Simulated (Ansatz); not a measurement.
The system is InPd.

```xyz
2
Lattice="3.2719 0.0000 0.0000 0.0000 3.2719 0.0000 0.0000 0.0000 3.2719" Properties=species:S:1:pos:R:3 pbc="T T T"
In    0.0000    0.0000    0.0000
Pd    1.6359    1.6359    1.6359
```

The cell comes from a database or a generator and needn't be the stable form of this composition.

```yaml
Program: Ansatz 0.2.0
Task: relaxation of cell and atoms
Functional: HSEsol
Potentials_or_basis: Ansatz PAW
Cutoff: "420 eV (not typed: the program's choice for these potentials)"
k_mesh: 4 × 4 × 4
Occupations: fermi-dirac, width 0.05 eV
Spin: no spin polarisation
```

At the start: volume 17.51 Å³/atom.

Problem. Where does the relaxation end?

Solution. It ends after 4 steps and the volume is 16.85 Å³/atom (-3.8 %); space group Pm-3m (No. 221, to 0.05 Å).

The path:
| step | energy change (eV) | largest force (eV/Å) | volume (Å³) |
| --- | --- | --- | --- |
| 1 | 0.0000 | 0.0000 | 35.03 |
| 2 | -0.0226 | 0.0000 | 33.89 |
| 3 | -0.0232 | 0.0000 | 33.71 |
| 4 | -0.0219 | 0.0000 | 33.71 |

Final structure:
```
In Pd
1.0
     3.23037    0.00000    0.00000
     0.00000    3.23037    0.00000
     0.00000    0.00000    3.23037
In Pd
1 1
Direct
  0.00000 0.00000 0.00000
  0.50000 0.50000 0.50000
```

Caveat: the k mesh is coarse (spacing up to 0.48 Å⁻¹), so the values aren't converged, least of all with exact exchange; the plane-wave basis is chosen anew once the cell has moved, so the energies of steps on either side of that aren't comparable; the PAW data sets come from PBE, with cores solved anew for the run's functional, which leaves a small shift of forces and pressure.
